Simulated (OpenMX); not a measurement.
The system is SiNi.

```
Ni Si
1.0
     5.17310    0.00000    0.00000
     0.00000    3.33810    0.00000
     0.00000    0.00000    5.60490
Ni Si
4 4
Direct
  0.99221 0.75000 0.81248
  0.50779 0.25000 0.31248
  0.49221 0.75000 0.68752
  0.00779 0.25000 0.18752
  0.67872 0.25000 0.91750
  0.82128 0.75000 0.41750
  0.17872 0.25000 0.58250
  0.32128 0.75000 0.08250
```

Base run:

```yaml
Program: OpenMX 3.8.5
Functional: PBE
Potentials_or_basis: OpenMX 2013 PBE set, Ni6.0H-s3p2d2, Si7.0-s2p2d1, grid cutoff 500 Ry
k_mesh: 5 × 9 × 5
Occupations: fermi-dirac, width 0.05 eV
Spin: collinear spin, ferromagnetic start
Starting_moments: "[1.0, 1.0, 1.0, 1.0, 0.0, 0.0, 0.0, 0.0] μB"
```

Its results: pressure 5.3 GPa; net moment 0.00 μB per cell; largest force 0.122 eV/Å.

**Question.** The run is repeated on the same cell with these changes: potentials or basis from OpenMX 2013 PBE set, Ni6.0H-s3p2d2, Si7.0-s2p2d1, grid cutoff 500 Ry to OpenMX 2013 PBE set, Ni6.0H-s2p2d1, Si7.0-s2p1d1, grid cutoff 500 Ry. What comes out?

**Answer.** Pressure 8.7 GPa; net moment 0.00 μB per cell; largest force 0.260 eV/Å.

Caveats: the basis of atomic orbitals isn't converged, which shifts pressures, moduli and gaps; the transition metal has a single d function, too few for pressures, volumes and moments (some runs).
